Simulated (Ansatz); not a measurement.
## Si₂Ni, space group Fm-3m: an equation of state with a fit, step by step

Program: Ansatz's Python interface.

The cells in order, each with its output:

In [1]:
```python
import warnings

import ansatz as az
import numpy as np
from pymatgen.analysis.eos import EOS
```

In [2]:
```python
vectors0 = np.array([
    [0.0, 2.703, 2.703],
    [2.703, 0.0, 2.703],
    [2.703, 2.703, 0.0],
])
sites = [
    ("Si", (0.25, 0.25, 0.25), 0.0),
    ("Si", (0.75, 0.75, 0.75), 0.0),
    ("Ni", (0.0, 0.0, 0.0), 1.5),
]
```

In [3]:
```python
def make_crystal(cell):
    crystal = az.Crystal(lattice=az.Lattice.of(cell))
    for symbol, position, moment in sites:
        crystal = crystal.atom(symbol, position, moment=moment or None)
    return crystal
```

In [4]:
```python
warnings.simplefilter("ignore", az.DeckWarning)
```

In [5]:
```python
# uniform scaling of the cell
volumes, energies, pressures = [], [], []
for scale in np.linspace(0.88, 1.12, 7):
    cell = vectors0 * scale ** (1 / 3)
    calculation = (
        make_crystal(cell).calculation()
        .functional("PBE")
        .pseudopotentials("paw")
        .occupations("fermi_dirac", width=0.15)
        .spin("collinear")
        .basis(500)
        .kpoints(9, 9, 9)
        .stress()
    )
    report = calculation.run().report
    volumes.append(abs(np.linalg.det(cell)) / len(sites))
    energies.append(report["free_energy_ev"] / len(sites))
    pressures.append(np.trace(report["stress_gpa"]) / 3)
    print(f"V = {volumes[-1]:8.4f} A^3/atom  F = {energies[-1]:.5f} eV/atom  P = {pressures[-1]:8.3f} GPa")

for form in ["vinet"]:
    fit = EOS(eos_name=form).fit(volumes, energies)
    print(f"{form:18s} V0 {fit.v0:8.4f} A^3/atom  B0 {fit.b0_GPa:7.1f} GPa  B1 {fit.b1:5.2f}")
```
```text
RunWarning: the starting moments were not kept: the SCF closed with an absolute magnetisation of 3.1e-6 μB, where they sum to 1.5 μB in size (1 site). That is at most 0.1 of that sum. Measured as dr2_m measures the in/out step, that magnetisation stands 7.5e-12 eV from none, at or under the dr2_threshold of 1.0e-7 eV: it is no larger than a step whose dr2_m would equal this threshold. The system [...]
V =  11.5859 A^3/atom  F = -2370.65600 eV/atom  P =   30.718 GPa
V =  12.1125 A^3/atom  F = -2370.73787 eV/atom  P =   19.544 GPa
V =  12.6392 A^3/atom  F = -2370.78701 eV/atom  P =   10.690 GPa
V =  13.1658 A^3/atom  F = -2370.81005 eV/atom  P =    3.577 GPa
V =  13.6924 A^3/atom  F = -2370.81200 eV/atom  P =   -2.182 GPa
V =  14.2191 A^3/atom  F = -2370.79692 eV/atom  P =   -6.830 GPa
V =  14.7457 A^3/atom  F = -2370.76811 eV/atom  P =  -10.558 GPa
vinet              V0  13.4778 A^3/atom  B0   144.1 GPa  B1  4.56
```

A third-order Birch-Murnaghan fit through the 7 points (the script's own form differs a little) has its minimum at 13.48 Å³ an atom, 2.4 % above the typed cell, with a bulk modulus of 144 GPa and dB/dP = 4.5. From that minimum the energy rises by 157.5 meV an atom on the compressed side and 45.4 meV on the expanded side.

Reading the output:
- Absolute energies stand on the zero of these potentials, so only differences at equal settings mean something.
- The SCF didn't keep the moments it started from (some shrank, vanished or turned); what is printed is the state reached.
- The mesh is modest for a metal, so energies can be off by several to tens of meV an atom and pressures by half a GPa or more; differences at equal mesh fare better.
- The smearing is wide enough that free energy and stress hold a thermal part of the electrons.
- Pressure is positive in compression.
- The structure is a deposited one; some such entries were measured under pressure or heat, so a shift against it needn't be the functional's error alone.
- Warnings are shown shortened and without file and line.
- The script silences the warnings on its input, which a real study should read.
- Wall time of the script: 34 s on 1 thread of Arm Neoverse V2, on a shared host, peak memory 0.53 GiB.
